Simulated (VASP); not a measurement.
MgSn2N2: relaxation of cell and atoms with PBE

Crystal: MgSn2N2.

```
CELL_PARAMETERS angstrom
3.28874 0.00883 -0.01464
-3.27344 5.55340 -0.01079
-0.04076 -0.04087 9.11493
ATOMIC_POSITIONS crystal
Mg 0.99802 0.99657 0.99551
Mg 0.99467 0.50826 0.99744
Sn 0.67145 0.17304 0.29032
Sn 0.67093 0.66322 0.28799
Sn 0.30748 0.32273 0.70817
Sn 0.35299 0.84387 0.70584
N 0.65279 0.16578 0.84290
N 0.67740 0.65299 0.85259
N 0.32687 0.34080 0.14341
N 0.30520 0.81143 0.13918
```

The cell was built by a generator and needn't be a form met in nature.

```
Program                : VASP 6.6.1
Task                   : relaxation of cell and atoms
Functional             : PBE
Potentials or basis    : VASP PAW PBE potentials, release 64 (Mg, Sn_d, N)
Cutoff                 : 520 eV
k mesh                 : 6 × 6 × 2
Occupations            : gaussian, width 0.05 eV
Spin                   : no spin polarisation
Further INCAR settings : PREC = Normal; LREAL = Auto; ALGO = Fast; EDIFF = 1e-05; ISYM = 0; IBRION = 2; EDIFFG = -0.03; NSW = 110; ISIF = 3
```

```json
{"Relaxed volume": "16.54 Å³/atom", "Relaxed cell": "a = 3.256 Å, b = 6.509 Å, c = 9.017 Å, α = 90.08°, β = 89.98°, γ = 120.04°", "Space group after relaxing (to 0.05 Å)": "P-3m1 (No. 164)", "Energy gained by relaxing": "33.3 meV/atom", "Ionic steps": "14", "Pressure after relaxing": "-0.1 GPa", "Largest force after relaxing": "0.025 eV/Å", "Band gap on the k mesh": "0.82 eV"}
```

Forces in eV/Å, atoms in the order of the input:
```
Mg  -0.002  0.003  0.003
Mg   0.002  0.005  0.001
Sn   0.007 -0.012 -0.003
Sn   0.007  0.009  0.003
Sn  -0.023 -0.010 -0.005
Sn   0.008  0.017 -0.012
N    0.005 -0.014 -0.002
N   -0.003  0.008  0.014
N    0.004 -0.012  0.009
N   -0.005  0.005 -0.009
```

Stress tensor (GPa, compression positive):
```
-0.13  0.02 -0.03
 0.02 -0.07  0.01
-0.03  0.01 -0.18
```

The path:
```tsv
step	energy change (eV)	largest force (eV/Å)	pressure (GPa)	volume (Å³)
1	0.0000	1.4038	0.31	166.73
2	-0.2755	0.4988	-0.79	167.49
3	-0.2837	0.3918	-0.92	167.64
4	-0.3148	0.2439	0.40	165.30
5	-0.3161	0.2327	0.75	164.74
6	-0.3247	0.1918	-0.33	165.66
7	-0.3255	0.1219	0.02	165.44
8	-0.3291	0.0896	-0.06	165.62
9	-0.3303	0.0734	-0.12	165.75
10	-0.3304	0.0753	-0.09	165.81
11	-0.3319	0.0399	-0.15	165.62
12	-0.3321	0.0578	-0.06	165.43
13	-0.3322	0.0453	0.01	165.48
14	-0.3325	0.0249	-0.13	165.42
```

Final structure:
```xyz
10
Lattice="3.2559 -0.0007 0.0007 -3.2571 5.6352 -0.0045 0.0017 -0.0063 9.0172" Properties=species:S:1:pos:R:3 pbc="T T T"
Mg   -0.0065    5.6144    8.9805
Mg    1.6207    2.7959    8.9829
Sn    1.6229    0.9318    2.5887
Sn   -0.0053    3.7478    2.5856
Sn   -0.0053    1.8591    6.3616
Sn   -1.6348    4.6752    6.3597
N     1.6205    0.9201    7.6673
N    -0.0075    3.7358    7.6641
N    -0.0073    1.8675    1.2809
N    -1.6342    4.6838    1.2809
```

Levels at points of the mesh, in eV from the valence-band top:
| k point | band 38 | band 39 | band 40 | band 41 | band 42 | band 43 |
| --- | --- | --- | --- | --- | --- | --- |
| (0.00, 0.00, 0.00) | -0.90 | -0.89 | 0.00 | 0.86 | 1.44 | 1.55 |
| (0.50, 0.00, 0.00) | -1.53 | -0.95 | -0.95 | 0.86 | 0.86 | 1.56 |
| (0.00, 0.50, 0.00) | -1.45 | -0.17 | -0.17 | 3.33 | 3.33 | 3.78 |
| (0.50, 0.50, 0.00) | -0.86 | -0.77 | -0.76 | 1.95 | 1.95 | 2.60 |
| (0.00, 0.00, 0.50) | -1.00 | -0.90 | -0.89 | 0.93 | 1.97 | 2.30 |
| (0.50, 0.00, 0.50) | -1.81 | -1.02 | -1.02 | 0.95 | 0.95 | 1.97 |
| (0.00, 0.50, 0.50) | -1.07 | -0.69 | -0.68 | 3.19 | 3.19 | 3.84 |
| (0.50, 0.50, 0.50) | -1.37 | -0.10 | -0.10 | 2.13 | 2.13 | 2.30 |

Run time: 7.4 min on 4 MPI ranks on Intel(R) Xeon(R) Platinum 8259CL CPU @ 2.50GHz (Skylake/Cascade Lake), with other jobs on the host, peak memory 0.33 GiB a rank.

Caveat: spin-orbit coupling is left out, which moves the levels of the heavy elements. As with any semilocal functional, this PBE gap is likely too small.
